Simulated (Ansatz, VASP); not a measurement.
**GaSb in VASP and in Ansatz**

```
Ga Sb
1.0
     3.00496    3.00496    0.00000
    -3.00496    3.00496    0.00000
     0.00000    3.00496    3.11661
Ga Sb
1 1
Direct
  0.00000 0.00000 0.00000
  0.75000 0.25000 0.50000
```

Change from the starting cell: film at in-plane strain -0.02.

Alike in both runs: task single point; functional r2SCAN; k mesh 6 × 6 × 6; no spin polarisation.

```csv
,VASP,Ansatz
version,VASP 6.6.1,Ansatz 0.2.0
potentials or method,"VASP PAW PBE potentials, release 64 (Ga_d, Sb)","PAW with Ansatz's default frozen-core files, scalar-relativistic"
plane-wave cutoff (eV),520,500
occupations,"gaussian, width 0.01 eV",fixed
valence electrons in the cell,18,28
```

```csv
,VASP,Ansatz,Ansatz less VASP
gap on the k mesh at the Fermi level (eV),0.49,0.50,+0.016
pressure (GPa),1.4,1.3,-0.10
largest component of the traceless stress (GPa),1.31,1.32,+0.016
```

The two sets of potentials don't hold the same shells in valence.

Caveats: the PAW data sets were made with another functional, which shifts forces and pressure a little (VASP); spin-orbit coupling is left out, which moves the levels of the heavy elements.
